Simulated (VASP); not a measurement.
A run of VASP 6.6.1 is set up as follows.

The input POSCAR:

```
I
1.0
    3.6350350000     -2.3950200000      0.0000000000
    3.6350350000      2.3950200000      0.0000000000
    0.0000000000      0.0000000000      9.7934400000
I
4
Direct
    0.6493000000      0.3507000000      0.3844000000
    0.1493000000      0.8507000000      0.1156000000
    0.3507000000      0.6493000000      0.6156000000
    0.8507000000      0.1493000000      0.8844000000
```

INCAR.step1

```
SYSTEM = I
  ALGO = Normal
  EDIFF = 1E-5
  ENCUT = 520
  GGA = PE
  ISIF = 2
  ISMEAR = 0
  KPAR = 4
  LASPH = .True.
  LCHARG = .False.
  LREAL = .False.
  LWAVE = .True.
  NBANDS = 22
  NELM = 80
  PREC = Accurate
  SIGMA = 0.02
```

Contents of INCAR.step2:

```
SYSTEM = I
  AEXX = 0.25
  ALGO = Normal
  EDIFF = 1E-6
  ENCUT = 520
  GGA = PE
  HFRCUT = -1
  ISIF = 2
  ISMEAR = 0
  ISTART = 1
  KPAR = 4
  LASPH = .True.
  LCHARG = .False.
  LHFCALC = .True.
  LREAL = .False.
  LWAVE = .False.
  NBANDS = 22
  NELM = 80
  PREC = Accurate
  PRECFOCK = Fast
  SIGMA = 0.02
```

File KPOINTS:

```
k-points
0
Gamma
  6 6 2
  0 0 0
```

The input KPOINTS_OPT:

```
path GXSRAZGYX1A1TY,ZT
10
line-mode
reciprocal
 0.0000000000  0.0000000000  0.0000000000  G
 0.3585278261 -0.3585278261  0.0000000000  X

 0.3585278261 -0.3585278261  0.0000000000  X
 0.0000000000 -0.5000000000  0.0000000000  S

 0.0000000000 -0.5000000000  0.0000000000  S
 0.0000000000 -0.5000000000 -0.5000000000  R

 0.0000000000 -0.5000000000 -0.5000000000  R
 0.3585278261 -0.3585278261 -0.5000000000  A

 0.3585278261 -0.3585278261 -0.5000000000  A
 0.0000000000  0.0000000000 -0.5000000000  Z

 0.0000000000  0.0000000000 -0.5000000000  Z
 0.0000000000  0.0000000000  0.0000000000  G

 0.0000000000  0.0000000000  0.0000000000  G
-0.5000000000 -0.5000000000  0.0000000000  Y

-0.5000000000 -0.5000000000  0.0000000000  Y
-0.3585278261 -0.6414721739  0.0000000000  X1

-0.3585278261 -0.6414721739  0.0000000000  X1
-0.3585278261 -0.6414721739 -0.5000000000  A1

-0.3585278261 -0.6414721739 -0.5000000000  A1
-0.5000000000 -0.5000000000 -0.5000000000  T

-0.5000000000 -0.5000000000 -0.5000000000  T
-0.5000000000 -0.5000000000  0.0000000000  Y

 0.0000000000  0.0000000000 -0.5000000000  Z
-0.5000000000 -0.5000000000 -0.5000000000  T
```

Potentials or basis: VASP PAW PBE potentials, release 64 (I).

Launch:

```bash
$ cat potpaw_PBE.64/I/POTCAR > POTCAR
$ cp INCAR.step1 INCAR
$ mpirun -np 4 vasp_std > vasp.out
$ cp INCAR.step2 INCAR
$ mpirun -np 4 vasp_std > vasp.out
```

Predict the band gap on the k mesh.

2.86 eV, indirect (least direct gap 3.08 eV).

What does it give for the band gap along the path?

2.84 eV, indirect (least direct gap 3.08 eV).

Predict the pressure.

0.7 GPa.

Stress tensor (GPa, compression positive):
```
0.95 0.00 0.00
0.00 0.60 0.00
0.00 0.00 0.61
```

Caveat: the PAW data sets were made with another functional, which shifts forces and pressure a little; spin-orbit coupling is left out, which moves the levels of the heavy elements.
